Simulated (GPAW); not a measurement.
Crystal: Mg.

```
Mg
1.0
     3.20930    0.00000    0.00000
    -1.60465    2.77934    0.00000
     0.00000    0.00000    5.21030
Mg
2
Cartesian
  1.6047 0.9264 3.9077
  0.0000 1.8529 1.3026
```

Base run:

| Item | Value |
| --- | --- |
| Program | GPAW 26.7.0 |
| Functional | LDA |
| Potentials or basis | the program's PAW data sets (release 1.2.1) made for this functional |
| Cutoff | 800 eV |
| Basis | pw |
| k mesh | 10 × 10 × 5 |
| Occupations | fermi-dirac, width 0.05 eV |
| Spin | no spin polarisation |

Its results: band gap on the k mesh none (metal or under the smearing width); pressure -2.4 GPa.

The run is repeated on the same cell with these changes: functional from LDA to revPBE. What comes out?

Band gap on the k mesh none (metal or under the smearing width); pressure 0.5 GPa.

revPBE binds less tightly than LDA, so the same cell stands under more pressure.
